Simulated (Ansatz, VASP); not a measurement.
# One calculation of GaN, two programs

```
Ga N
1.0
     0.00000    2.25350    2.25350
     2.25350    0.00000    2.25350
     2.25350    2.25350    0.00000
Ga N
1 1
Direct
  0.00000 0.00000 0.00000
  0.75000 0.75000 0.75000
```

Alike in both runs: task single point; functional PBE; k mesh 10 × 10 × 10; occupations gaussian, width 0.02 eV; no spin polarisation.

|  | VASP | Ansatz |
| --- | --- | --- |
| version | VASP 6.6.1 | Ansatz 0.2.0 |
| potentials or method | VASP PAW PBE potentials, release 64 (Ga_d, N) | scalar-relativistic, plane waves, PAW |
| plane-wave cutoff (eV) | 520 | 420 |
| valence electrons in the cell | 18 | 18 |

```tsv
	VASP	Ansatz	Ansatz less VASP
gap on the k mesh at the Fermi level (eV)	1.72	1.72	-0.008
least direct gap on the mesh (eV)	1.72	1.72	-0.008
pressure (GPa)	5.1	5.0	-0.04
```
